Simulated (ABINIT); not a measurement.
# SrO (Fm-3m) in ABINIT: settings compared

The runs below take SrO through single point, with r2SCAN, PBEsol.

Program: ABINIT 10.8.3 (patched build). These are calculated values, not measurements. Logs are shortened: lines on timing, memory, paths and dates and some standing lists are left out, and cuts for length are marked. The log counts tension as positive stress, the text compression.

### Step 1. Starting point

The structure is cubic, space group Fm-3m (No. 225). Conventional cell: a = 5.133 Å, b = 5.133 Å, c = 5.133 Å, α = 90.00°, β = 90.00°, γ = 90.00°. Around Sr (site symmetry m-3m) lie 6 O at 2.57 Å. O (site symmetry m-3m) has 6 Sr at 2.57 Å as nearest neighbours.

### Step 2. Single point, r2SCAN

File run.abi:

```
# Pseudopotentials
pp_dirpath "./"
pseudos "Sr.GGA_PBE-JTH.xml, O.GGA_PBE-JTH.xml"

# Structure
acell 3.6292962651 3.6292962651 3.6292962651 Angstrom
rprim
     0.0000000000     0.7071067812     0.7071067812
     0.7071067812     0.0000000000     0.7071067812
     0.7071067812     0.7071067812     0.0000000000
ntypat 2
znucl 38 8
natom 2
typat 1 2
xcart
     4.8496041536     4.8496041536     4.8496041536
     0.0000000000     0.0000000000     0.0000000000

# Plane-wave basis
ecut 761.918815 eV
pawecutdg 50.0

# k points
kptopt 1
ngkpt 12 12 12
nshiftk 1
shiftk 0.0 0.0 0.0

# Exchange and correlation
ixc -497498
usekden 1
pawxcdev 0

# Bands and occupations
nband 12
occopt 3
tsmear 0.05 eV

# SCF cycle
nstep 100
tolvrs 1.0e-7

# Output
iomode 3
prtwf 0
prtden 0
prteig 0
prtebands 0
enunit 2
```

Potentials or basis: JTH PAW PBE v2.0.

Run with:

```sh
> abinit run.abi > log 2>&1
```

run.abo:

```text
.Version 10.8.3 of ABINIT
 Symmetries : space group Fm -3 m (#225); Bravais cF (face-center cubic)
================================================================================
 Values of the parameters that define the memory need of the present run
     intxc =       0    ionmov =       0      iscf =      17    lmnmax =      18
     lnmax =       6     mgfft =      36  mpssoang =       3    mqgrid =    3001
     natom =       2  nloc_mem =       2    nspden =       1   nspinor =       1
    nsppol =       1      nsym =      48    n1xccc =       1    ntypat =       2
    occopt =       3   xclevel =       2
       mpw =        1628          nfft =       46656          nkpt =          72
 PAW method is used; the additional fine FFT grid is defined by:
   mgfftf=        45    nfftf =     91125
================================================================================
================================================================================

--------------------------------------------------------------------------------
------------- Echo of variables that govern the present computation ------------
--------------------------------------------------------------------------------
 -outvars: echo values of preprocessed input variables --------
            acell      6.8583759708E+00  6.8583759708E+00  6.8583759708E+00 Bohr
              amu      8.76200000E+01  1.59994000E+01
             ecut      2.80000000E+01 Hartree
           enunit           2
                       outvar_i_n : Printing only first  50 k-points.
              ixc     -497498
                       outvar_i_n : Printing only first  50 k-points.
         kptrlatt       12    0    0      0   12    0      0    0   12
          kptrlen      8.23005117E+01
            natom           2
            nband          12
            ngfft          36      36      36
          ngfftdg          45      45      45
             nkpt          72
            nstep         100
             nsym          48
           ntypat           2
                       prtocc : prtvol=0, do not print more k-points.
           occopt           3
        pawecutdg      5.00000000E+01 Hartree
         pawxcdev           0
           prtden           0
        prtebands           0
           prteig           0
          prtkden           1
            prtwf           0
            rprim      0.0000000000E+00  7.0710678120E-01  7.0710678120E-01
                       7.0710678120E-01  0.0000000000E+00  7.0710678120E-01
                       7.0710678120E-01  7.0710678120E-01  0.0000000000E+00
          spgroup         225
           tolvrs      1.00000000E-07
           tsmear      1.83746611E-03 Hartree
            typat      1  2
          usekden           1
           useylm           1
                       outvars : Printing only first  50 k-points.
           xangst      2.5662999982E+00  2.5662999982E+00  2.5662999982E+00
                      -1.7913985558E-09 -1.7913983600E-09 -1.7913985558E-09
            xcart      4.8496041536E+00  4.8496041536E+00  4.8496041536E+00
                      -3.3852526529E-09 -3.3852522827E-09 -3.3852526529E-09
             xred      4.9999999965E-01  4.9999999965E-01  4.9999999965E-01
                      -3.4902356699E-10 -3.4902364332E-10 -3.4902356699E-10
            znucl       38.00000    8.00000

================================================================================

 chkinp: Checking input parameters for consistency.

================================================================================
== DATASET  1 ==================================================================

--- !DatasetInfo
iteration_state: {dtset: 1, }
dimensions: {natom: 2, nkpt: 72, mband: 12, nsppol: 1, nspinor: 1, nspden: 1, mpw: 1628, }
cutoff_energies: {ecut:  28.0, pawecutdg:  50.0, }
electrons: {nelect:   1.60000000E+01, charge:   0.00000000E+00, occopt:   3.00000000E+00, tsmear:   1.83746611E-03, }
meta: {optdriver: 0, ionmov: 0, optcell: 0, iscf: 17, paral_kgb: 0, }
...

 Real(R)+Recip(G) space primitive vectors, cartesian coordinates (Bohr,Bohr^-1):
 R(1)=  0.0000000  4.8496042  4.8496042  G(1)= -0.1031012  0.1031012  0.1031012
 R(2)=  4.8496042  0.0000000  4.8496042  G(2)=  0.1031012 -0.1031012  0.1031012
 R(3)=  4.8496042  4.8496042  0.0000000  G(3)=  0.1031012  0.1031012 -0.1031012
 Unit cell volume ucvol=  2.2811239E+02 bohr^3
 Angles (23,13,12)=  6.00000000E+01  6.00000000E+01  6.00000000E+01 degrees

 Coarse grid specifications (used for wave-functions):

 getcut: wavevector=  0.0000  0.0000  0.0000  ngfft=  36  36  36
         ecut(hartree)=     28.000   => boxcut(ratio)=   2.20362

[... 61 lines left out ...]

 Cartesian components of stress tensor (hartree/bohr^3)
  sigma(1 1)= -3.65268682E-05  sigma(3 2)=  0.00000000E+00
  sigma(2 2)= -3.65268682E-05  sigma(3 1)=  0.00000000E+00
  sigma(3 3)= -3.65268682E-05  sigma(2 1)=  0.00000000E+00

--- !ResultsGS
iteration_state: {dtset: 1, }
comment   : Summary of ground state results
lattice_vectors:
- [  0.0000000,   4.8496042,   4.8496042, ]
- [  4.8496042,   0.0000000,   4.8496042, ]
- [  4.8496042,   4.8496042,   0.0000000, ]
lattice_lengths: [   6.85838,    6.85838,    6.85838, ]
lattice_angles: [ 60.000,  60.000,  60.000, ] # degrees, (23, 13, 12)
lattice_volume:   2.2811239E+02
convergence: {deltae:  9.807E-10, res2:  1.259E-09, residm:  1.531E-04, diffor: null, }
etotal    :  -3.47803016E+01
entropy   :   0.00000000E+00
fermie    :   2.08059068E-01
cartesian_stress_tensor: # hartree/bohr^3
- [ -3.65268682E-05,   0.00000000E+00,   0.00000000E+00, ]
- [  0.00000000E+00,  -3.65268682E-05,   0.00000000E+00, ]
- [  0.00000000E+00,   0.00000000E+00,  -3.65268682E-05, ]
pressure_GPa:   1.0747E+00
xred      :
- [  5.0000E-01,   5.0000E-01,   5.0000E-01, Sr]
- [ -3.4902E-10,  -3.4902E-10,  -3.4902E-10,  O]
cartesian_forces: # hartree/bohr
- [ -0.00000000E+00,  -0.00000000E+00,  -0.00000000E+00, ]
- [ -0.00000000E+00,  -0.00000000E+00,  -0.00000000E+00, ]
force_length_stats: {min:   0.00000000E+00, max:   0.00000000E+00, mean:   0.00000000E+00, }
...

 Integrated electronic density in atomic spheres:
 ------------------------------------------------
 Atom  Sphere_radius  Integrated_density
    1        2.20670          7.35120502
    2        1.41465          4.53493809

================================================================================

 ----iterations are completed or convergence reached----

 Mean square residual over all n,k,spin=   51.083E-08; max=  15.310E-05
 reduced coordinates (array xred) for    2 atoms
       0.499999999651      0.499999999651      0.499999999651
      -0.000000000349     -0.000000000349     -0.000000000349
 rms dE/dt=  0.0000E+00; max dE/dt=  0.0000E+00; dE/dt below (all hartree)
    1       0.000000000000      0.000000000000      0.000000000000
    2       0.000000000000      0.000000000000      0.000000000000

 cartesian coordinates (angstrom) at end:
    1      2.56629999824465     2.56629999824465     2.56629999824465
    2     -0.00000000179140    -0.00000000179140    -0.00000000179140

 cartesian forces (hartree/bohr) at end:
    1     -0.00000000000000    -0.00000000000000    -0.00000000000000
    2     -0.00000000000000    -0.00000000000000    -0.00000000000000
 frms,max,avg= 0.0000000E+00 0.0000000E+00   0.000E+00  0.000E+00  0.000E+00 h/b

 cartesian forces (eV/Angstrom) at end:
    1     -0.00000000000000    -0.00000000000000    -0.00000000000000
    2     -0.00000000000000    -0.00000000000000    -0.00000000000000
 frms,max,avg= 0.0000000E+00 0.0000000E+00   0.000E+00  0.000E+00  0.000E+00 e/A
 length scales=  6.858375970819  6.858375970819  6.858375970819 bohr
              =  3.629296265100  3.629296265100  3.629296265100 angstroms
 Fermi (or HOMO) energy (hartree) =   0.20806   Average Vxc (hartree)=  -0.39521
 Eigenvalues (hartree) for nkpt=  72  k points:
 kpt#   1, nband= 12, wtk=  0.00058, kpt=  0.0000  0.0000  0.0000 (reduced coord)
  -1.06578   -0.42937   -0.36792   -0.36792   -0.36792    0.15899    0.15899    0.15899
   0.33205    0.41091    0.41091    0.41091
      occupation numbers for kpt#   1
   2.00000    2.00000    2.00000    2.00000    2.00000    2.00000    2.00000    2.00000
   0.00000    0.00000    0.00000    0.00000
 prteigrs : prtvol=0 or 1, do not print more k-points.

 Fermi (or HOMO) energy (eV) =   5.66158   Average Vxc (eV)= -10.75411
 Eigenvalues (   eV  ) for nkpt=  72  k points:
 kpt#   1, nband= 12, wtk=  0.00058, kpt=  0.0000  0.0000  0.0000 (reduced coord)
 -29.00137  -11.68380  -10.01174  -10.01174  -10.01174    4.32627    4.32627    4.32627
   9.03565   11.18152   11.18152   11.18152
 prteigrs : prtvol=0 or 1, do not print more k-points.

--- !EnergyTerms
iteration_state     : {dtset: 1, }
comment             : Components of total free energy in Hartree
kinetic             :  1.71072776217892E+01
hartree             :  8.62656090443976E+00
xc                  : -9.75086796804466E+00
Ewald energy        : -3.88850906096471E+01
psp_core            :  1.95772544936229E+00
local_psp           : -3.11489768959870E+01
PAW spherical_terms :  1.73130630502748E+01
internal            : -3.47803084478127E+01
'-kT*entropy'       : -1.87686429424530E-15
total_energy        : -3.47803084478127E+01
total_energy_eV     : -9.46420406927788E+02
...

--- !EnergyTermsDC
iteration_state     : {dtset: 1, }
comment             : '"Double-counting" decomposition of free energy'
band_energy         : -4.47868025839740E+00
Ewald energy        : -3.88850906096471E+01
psp_core            :  1.95772544936229E+00
xc_dc               : -6.97126932630439E+00
PAW spherical_terms :  1.35970131044549E+01
internal            : -3.47803016405317E+01
'-kT*entropy'       : -1.87686429424530E-15
total_energy_dc     : -3.47803016405317E+01
total_energy_dc_eV  : -9.46420221692234E+02
...

--- !EnergyTermsWithPAWCore
iteration_state     : {dtset: 1, }
comment             : 'Components of total free energy, including PAW core contributions'
Total energy        : -3.25539476909938E+03
Total energy DC     : -3.25539476229210E+03
Total energy (eV)   : -8.85838044451093E+04
Total energy DC (eV): -8.85838042598738E+04
...

 Cartesian components of stress tensor (hartree/bohr^3)
  sigma(1 1)= -3.65268682E-05  sigma(3 2)=  0.00000000E+00
  sigma(2 2)= -3.65268682E-05  sigma(3 1)=  0.00000000E+00
  sigma(3 3)= -3.65268682E-05  sigma(2 1)=  0.00000000E+00

-Cartesian components of stress tensor (GPa)         [Pressure=  1.0747E+00 GPa]
- sigma(1 1)= -1.07465756E+00  sigma(3 2)=  0.00000000E+00
- sigma(2 2)= -1.07465756E+00  sigma(3 1)=  0.00000000E+00
- sigma(3 3)= -1.07465756E+00  sigma(2 1)=  0.00000000E+00

== END DATASET(S) ==============================================================
================================================================================

 -outvars: echo values of variables after computation  --------
            acell      6.8583759708E+00  6.8583759708E+00  6.8583759708E+00 Bohr
           etotal     -3.4780301641E+01
            fcart     -0.0000000000E+00 -0.0000000000E+00 -0.0000000000E+00
                      -0.0000000000E+00 -0.0000000000E+00 -0.0000000000E+00
            rprim      0.0000000000E+00  7.0710678120E-01  7.0710678120E-01
                       7.0710678120E-01  0.0000000000E+00  7.0710678120E-01
                       7.0710678120E-01  7.0710678120E-01  0.0000000000E+00
           strten     -3.6526868156E-05 -3.6526868156E-05 -3.6526868156E-05
                       0.0000000000E+00  0.0000000000E+00  0.0000000000E+00
           xangst      2.5662999982E+00  2.5662999982E+00  2.5662999982E+00
                      -1.7913985558E-09 -1.7913983600E-09 -1.7913985558E-09
             xred      4.9999999965E-01  4.9999999965E-01  4.9999999965E-01
                      -3.4902356699E-10 -3.4902364332E-10 -3.4902356699E-10
 Calculation completed.
```

It took 2.8 min on 1 thread of Arm Neoverse V1, shared host; peak memory 0.17 GiB.

Results:

```
Free energy                                           : -946.4202 eV
Pressure                                              : 1.1 GPa
Band gap on the k mesh                                : 3.80 eV, indirect (least direct gap 3.87 eV)
Valence electrons inside the program's atomic spheres : Sr 7.35; O 4.53
```

Caveat: totals of a meta-GGA on PAW files have another zero than those of a GGA; the PAW data sets were made with another functional, which shifts forces and pressure a little. A k mesh can miss the band edges.

[end of part 1 of 2]
